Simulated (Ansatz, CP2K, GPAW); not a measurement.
**KCl: programs and potentials compared**

```
K Cl
1.0
     4.44978    0.00000    0.00000
     2.22489    3.85362    0.00000
     2.22489    1.28454    3.63323
K Cl
1 1
Direct
  0.00000 0.00000 0.00000
  0.50000 0.50000 0.50000
```

Alike in all runs: task single point; functional PBE; k mesh 7 × 7 × 7; occupations gaussian, width 0.02 eV; no spin polarisation; no spin-orbit coupling. Pressure is positive in compression and, in plane waves, holds the error of the finite cutoff, which Ansatz's Pulay term estimates and takes out.

```
                                                    program and potentials  plane-wave cutoff (eV)         notes  pressure (GPa)
                                                        Ansatz, Ansatz PAW                     420             -            0.75
CP2K, POTENTIAL_UZH K GTH-PBE-q9, Cl GTH-PBE-q7; TZVP-MOLOPT-PBE-GTH basis                       -  atomic basis            0.79
                                GPAW, GPAW PAW data sets (gpaw-data 1.2.1)                     600             -            0.69
```

The pressure spans 0.69 (GPAW, GPAW PAW data sets (gpaw-data 1.2.1)) to 0.79 GPa (CP2K, POTENTIAL_UZH K GTH-PBE-q9, Cl GTH-PBE-q7; TZVP-MOLOPT-PBE-GTH basis). Rows in atomic bases carry the error of their basis and grid, which can be large.

Differences between rows come from potentials, basis sets and numerical settings, since the functional is the same but for its coding. Runs on potential files found faulty are left out.
